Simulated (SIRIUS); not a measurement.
Rh:

```
CELL_PARAMETERS angstrom
0.00000 1.89785 1.89785
1.89785 0.00000 1.89785
1.89785 1.89785 0.00000
ATOMIC_POSITIONS crystal
Rh 0.00000 0.00000 0.00000
```

Base run:

- Program: SIRIUS 7.10.0
- Functional: N12
- Potentials or basis: PseudoDojo 0.4.1 PBE standard (scalar relativistic)
- Cutoff: 1202 eV
- Density cutoff: 4809 eV
- k mesh: 12 × 12 × 12
- Occupations: fermi-dirac, width 0.05 eV
- Spin: no spin polarisation

Its results: band gap on the k mesh none (metal or under the smearing width); pressure 2.6 GPa.

Problem. The run is repeated on the same cell with these changes: functional from N12 to PW91; libxc names from ["XC_GGA_X_N12", "XC_GGA_C_N12"] to ["XC_GGA_X_PW91", "XC_GGA_C_PW91"]. What comes out?

Solution. Band gap on the k mesh none (metal or under the smearing width); pressure 8.1 GPa.

Caveats: the potentials were made for another functional, which shifts forces and pressure.

Not every run made on this cell is shown here.
